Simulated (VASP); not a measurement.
**Zn under changes of volume**

One of the cells (14.275 Å³/atom); the others are scaled copies at fixed shape and fractional positions:

```
Zn
1.0
     0.00000    1.92539    1.92539
     1.92539    0.00000    1.92539
     1.92539    1.92539    0.00000
Zn
1
Direct
  0.00000 0.00000 0.00000
```

This isn't the form of Zn at room conditions, which is hcp.

| Item | Value |
| --- | --- |
| Program | VASP 6.6.1 |
| Functional | r2SCAN |
| Potentials or basis | VASP PAW PBE potentials, release 64 (Zn) |
| Cutoff | 520 eV |
| k mesh | 10 × 10 × 10 |
| Occupations | fermi-dirac, width 0.05 eV |
| Spin | no spin polarisation |

```tsv
volume (Å³/atom)	energy over the lowest point (meV/atom)	pressure (GPa)
13.704	6.75	4.4
13.990	1.49	2.1
14.275	0.00	0.2
14.561	1.81	-1.6
14.846	?	?
```

Problem. What does the run at 14.846 Å³/atom give?

Solution. Energy over the lowest point 5.84 meV/atom; pressure -3.0 GPa.

Worked out: A Birch-Murnaghan fit of order 2 (a polynomial in V^(-2/3)) to the other rows has its minimum at 14.26 Å³/atom with B0 = V·E''(V) = 94 GPa. It gives 6.67 meV/atom at 14.846 Å³/atom, against the run's 5.84, and -dE/dV = -3.5 GPa, against -3.0.

Energies are extrapolated to zero smearing.

Caveats: the PAW data sets were made with another functional, which shifts forces and pressure a little.
